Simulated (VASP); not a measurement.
# From an Ansatz input to VASP: Ge (strained lonsdaleite (2H))

Ansatz input

```yaml
crystal:
  lattice:
    - [4.1575198196, 0.0, 0.0]
    - [-2.0787599098, 3.6005177805, 0.0]
    - [0.0, 0.0, 6.856532296]
  atoms:
    - { symbol: Ge, position: [0.3333333333, 0.6666666667, 0.0001969496] }
    - { symbol: Ge, position: [0.6666666667, 0.3333333333, 0.5001969496] }
    - { symbol: Ge, position: [0.3333333333, 0.6666666667, 0.3748030504] }
    - { symbol: Ge, position: [0.6666666667, 0.3333333333, 0.8748030504] }
kpoints:
  mp_grid: { grid: [12, 12, 4] }
  band_path:
    path:
      - [0.0, 0.0, 0.0]
      - [0.5, 0.0, 0.0]
      - [0.3333333333, 0.3333333333, 0.0]
      - [0.0, 0.0, 0.5]
      - [0.5, 0.0, 0.5]
      - [0.3333333333, 0.3333333333, 0.5]
      - [0.0, 0.0, -0.061849]
      - [-0.001302, 0.0, 0.240234]
    npoints: 1
hamiltonian:
  xc: pbe
scf:
  occupations: { method: fermi_dirac, width: 0.02 }
  n_extra_bands: 5
output:
  forces: true
  stress: true
  eigenvalues: true
  write_density: true
  write_potential: true
  elf: true
  volumetric_format: npy
```

Question: Translate this input to VASP.

Answer: 

INCAR

```
LREAL = .FALSE.
NELM = 120
EDIFF = 1E-7
SIGMA = 0.02
NBANDS = 36
LCHARG = .TRUE.
NSW = 0
GGA = PE
ISMEAR = -1
LELF = .TRUE.
ISIF = 2
ENCUT = 520
LWAVE = .FALSE.
LASPH = .TRUE.
PREC = Accurate
IBRION = -1
```

KPOINTS

```
KPOINTS created by Atomic Simulation Environment
0
Gamma
12 12 4
0 0 0
```

KPOINTS_OPT

```
special points
8
Reciprocal
0.0000000000 0.0000000000 0.0000000000 1
0.5000000000 0.0000000000 0.0000000000 1
0.3333333333 0.3333333333 0.0000000000 1
0.0000000000 0.0000000000 0.5000000000 1
0.5000000000 0.0000000000 0.5000000000 1
0.3333333333 0.3333333333 0.5000000000 1
0.0000000000 0.0000000000 -0.0618490000 1
-0.0013020000 0.0000000000 0.2402340000 1
```

POSCAR

```
Ge
 1.0000000000000000
     4.1575198195937091    0.0000000000000000    0.0000000000000000
    -2.0787599097968545    3.6005177805054482    0.0000000000000000
     0.0000000000000000    0.0000000000000000    6.8565322960000001
 Ge
   4
Cartesian
 -0.0000000000000001  2.4003451870036314  0.0013503910312898
  2.0787599097968545  1.2001725935018157  3.4296165390312900
 -0.0000000000000001  2.4003451870036314  2.5698492199687095
  2.0787599097968545  1.2001725935018157  5.9981153679687109
```

VASP ran with the recommended PBE PAW datasets (56 valence electrons in the cell). Other inputs would serve too.

```
                                                      Ansatz                               VASP
gap between bands v and c  -0.26 eV (bands overlap: a metal)  -0.26 eV (bands overlap: a metal)
         least direct gap                            0.00 eV                            0.00 eV
                 pressure                           -3.6 GPa                           -3.7 GPa
```

The two codes use different PAW datasets and cutoffs. VASP's cell holds 56 valence electrons and Ansatz's 56. Ansatz's stress includes a Pulay correction; VASP's doesn't.
